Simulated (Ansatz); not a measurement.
# Calculated electric field gradients for Al2O3

The cell is a computed structure from the Materials Project (it need not be an observed phase), taken as it stands.

```cif
data_Al2O3
_symmetry_space_group_name_H-M 'P-31c'
_symmetry_Int_Tables_number 163
_cell_length_a 4.7931
_cell_length_b 4.7931
_cell_length_c 8.9666
_cell_angle_alpha 90.000
_cell_angle_beta 90.000
_cell_angle_gamma 120.000
loop_
_atom_site_label
_atom_site_type_symbol
_atom_site_symmetry_multiplicity
_atom_site_Wyckoff_symbol
_atom_site_fract_x
_atom_site_fract_y
_atom_site_fract_z
Al1 Al 4 f 0.3333 0.6667 0.9628
Al2 Al 2 c 0.3333 0.6667 0.2500
Al3 Al 2 b 0.0000 0.0000 0.0000
O O 12 i 0.0318 0.6766 0.1120
```

One atom of each set is listed.

Method: Kohn–Sham DFT in Ansatz, PBE, plane waves and PAW (field gradients read without the response of the frozen cores, which leaves them typically 4 to 6 % off), scalar-relativistic, 420 eV cutoff, Γ-centred 6×6×3 k-points, Fermi–Dirac smearing 0.02 eV.

C_Q = eQV_zz/h, which is 24.18 MHz for Q = 1 b and V_zz = 10²¹ V/m²; η = (V_xx − V_yy)/V_zz. ν_Q = 3|C_Q|/[2I(2I − 1)].

Al-27: I = 5/2, Q = 146.6 mb; ¹⁷O: I = 5/2, Q = -25.58 mb. Nuclear quadrupole moments: year-2017 set (Pyykkö).

(1) Which values are expected at the nuclei?

Answers

(1) 

```tsv
site	atoms	first shell	C_Q (MHz)	η	ν_Q (MHz)
Al1	4	6 O at 1.83–1.99 Å	6.32	0.00	0.948
Al2	2	6 O at 1.92 Å	-4.67	0.00	0.700
Al3	2	6 O at 1.92 Å	2.94	0.00	0.442
O	12	4 Al at 1.83–1.99 Å; also 1 Al at 3.17 Å	2.03	0.74	0.304
```

An axis of threefold or higher order runs through Al1, Al2 and Al3, so V_zz lies along it and η is zero.

At this cell the PBE pressure is 8 GPa, so with PBE the cell would grow if it were relaxed. The entry's cell may itself be off. The largest force is 0.3 eV/Å, so the atoms aren't at the calculated equilibrium and relaxing them would move these values.
